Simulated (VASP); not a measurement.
**CdS in VASP 6.6.1, single-point calculation**

INCAR

```
ISIF = 2
SIGMA = 0.1
NBANDS = 16
ISMEAR = 1
LREAL = .FALSE.
LWAVE = .FALSE.
NELM = 71
ISPIN = 2
LCHARG = .FALSE.
GGA = PE
ENCUT = 520
MAGMOM = 3 3
EDIFF = 1E-7
LASPH = .TRUE.
NSW = 0
PREC = Accurate
IBRION = -1
```

KPOINTS

```
KPOINTS created by Atomic Simulation Environment
0
Gamma
8 8 8
0 0 0
```

POSCAR

```
Cd S
 1.0000000000000000
     0.0000000000000000    2.9686069915000002    2.8940821448000000
     2.9686069915000002    0.0000000000000000    2.8940821448000000
     2.9686069915000002    2.9686069915000002    0.0000000000000000
 Cd  S
   1   1
Cartesian
  0.0000000000000000  0.0000000000000000  0.0000000000000000
  1.4843034957499999  1.4843034957499999  1.4470410724000000
```

The recommended PBE PAW datasets give the neutral cell 18 valence electrons.

Command

```
mpirun -np 1 vasp_std
```

OSZICAR

```
N       E                     dE             d eps       ncg     rms          rms(c)
DAV:   1     0.112012272789E+03    0.11201E+03   -0.92358E+03  3840   0.103E+03
DAV:   2     0.102317979111E+01   -0.11099E+03   -0.10479E+03  4592   0.253E+02
DAV:   3    -0.323621315121E+01   -0.42594E+01   -0.42467E+01  4656   0.514E+01
DAV:   4    -0.326273287232E+01   -0.26520E-01   -0.26517E-01  4896   0.398E+00
DAV:   5    -0.326309049132E+01   -0.35762E-03   -0.35762E-03  4712   0.436E-01    0.186E+01
DAV:   6    -0.576047662802E+01   -0.24974E+01   -0.16227E+00  4072   0.122E+01    0.851E+00
DAV:   7    -0.614422765050E+01   -0.38375E+00   -0.49965E-01  3952   0.481E+00    0.435E+00
DAV:   8    -0.614400107893E+01    0.22657E-03   -0.41660E-02  4432   0.140E+00    0.193E+00
DAV:   9    -0.614072588544E+01    0.32752E-02   -0.46388E-03  4824   0.606E-01    0.650E-01
DAV:  10    -0.613999708590E+01    0.72880E-03   -0.13037E-03  4480   0.325E-01    0.145E-01
DAV:  11    -0.614017321001E+01   -0.17612E-03   -0.13562E-04  4736   0.106E-01    0.106E-01
DAV:  12    -0.614024230401E+01   -0.69094E-04   -0.28958E-05  4672   0.408E-02    0.646E-02
DAV:  13    -0.614028338954E+01   -0.41086E-04   -0.39568E-05  4504   0.394E-02    0.108E-02
DAV:  14    -0.614028718513E+01   -0.37956E-05   -0.40035E-06  5040   0.182E-02    0.326E-03
DAV:  15    -0.614028797041E+01   -0.78529E-06   -0.75631E-07  4640   0.637E-03    0.208E-03
DAV:  16    -0.614028830178E+01   -0.33137E-06   -0.39604E-07  4760   0.362E-03    0.144E-03
DAV:  17    -0.614028830861E+01   -0.68305E-08   -0.25074E-08  3952   0.112E-03
   1 F= -.61402883E+01 E0= -.61403539E+01  d E =0.196835E-03  mag=    -0.0000
```

It converged. Results: pressure 1.4 GPa; magnetic moment of the cell 0.00 μB.

For comparison, a separate PBE run of the intended cell, on usual settings and not on those above, gives a gap of 1.04 eV on its mesh and a pressure of 1.4 GPa.

The run above took about 84 s on one core of a shared host (Intel Xeon Platinum 8488C) and held 0.25 GiB at most.
